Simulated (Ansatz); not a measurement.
Method: DFT PBE, scalar-relativistic, plane waves, PAW in Ansatz 0.2.0. Settings: cutoff 420 eV, Γ-centred meshes spaced at most about 0.3 Å⁻¹, and about 0.25 Å⁻¹ or finer for metals (2π included), Gaussian smearing. No spin polarisation.

Each guess is relaxed in cell and atoms at zero pressure, on a coarse mesh first where it starts far from rest and then on a converged one. The steps can't lower the symmetry of the start, but it can rise. Energies are static (0 K, no zero-point motion).

Two unrelaxed guesses for In₃GaAs₄:

A.

```
CELL_PARAMETERS angstrom
4.06902 0.00000 0.00000
0.00000 4.06902 0.00000
0.00000 0.00000 11.50894
ATOMIC_POSITIONS crystal
In 0.50000 0.50000 0.25000
In 0.00000 0.00000 0.50000
In 0.50000 0.50000 0.75000
Ga 0.00000 0.00000 0.00000
As 0.50000 0.00000 0.12500
As 0.00000 0.50000 0.37500
As 0.50000 0.00000 0.62500
As 0.00000 0.50000 0.87500
```

B.

```
CELL_PARAMETERS angstrom
4.05976 0.00000 0.00000
-2.02988 3.51586 0.00000
0.00000 0.00000 13.35009
ATOMIC_POSITIONS crystal
In 0.66667 0.33333 0.25029
In 0.33333 0.66667 0.00029
In 0.33333 0.66667 0.50029
Ga 0.66667 0.33333 0.75029
As 0.66667 0.33333 0.43746
As 0.66667 0.33333 0.93746
As 0.33333 0.66667 0.18746
As 0.33333 0.66667 0.68746
```

Question: Which guess leads to the lower structure, and by how much?

Answer: A ends lower, by 16 meV/atom. A: P-4m2 at 23.8 Å³/atom → P-4m2 at 28.1 Å³/atom; B: P3m1 at 23.8 Å³/atom → P3m1 at 28.1 Å³/atom. Counting As atoms around Ga and In (those within 1.25 times the shortest such distance or 1.15 times the sum of covalent radii, 1.27 where that leaves under three), the end of A and the end of B both have In 4, Ga 4. End of A. Conventional cell: a = 4.290 Å, c = 12.202 Å. Around In on a site of symmetry 2mm lie 4 As at 2.66–2.67 Å; around Ga lie 4 As at 2.54 Å; As on its first site has 2 Ga at 2.54 Å and 2 In at 2.67 Å; 2 more sites not described. End of B. Conventional cell: a = 4.288 Å, c = 14.136 Å. In on its first site has 4 As at 2.65–2.68 Å; around Ga lie 4 As at 2.50–2.59 Å; As on its first site has 4 In at 2.65–2.68 Å; 5 more sites not described.

Shaken at random and relaxed again, the end of A came back. Shaken at random and relaxed again, the end of B came back. Neither end is the lowest form computed: that has In and Ga ordered on zinc blende sites, space group I-42m (No. 121) and lies 7 meV/atom below the better end. The k mesh leaves some 4 meV/atom of noise in the energy of each metallic cell. Some types were kept out of the candidates beforehand, so the set may lack a known form.
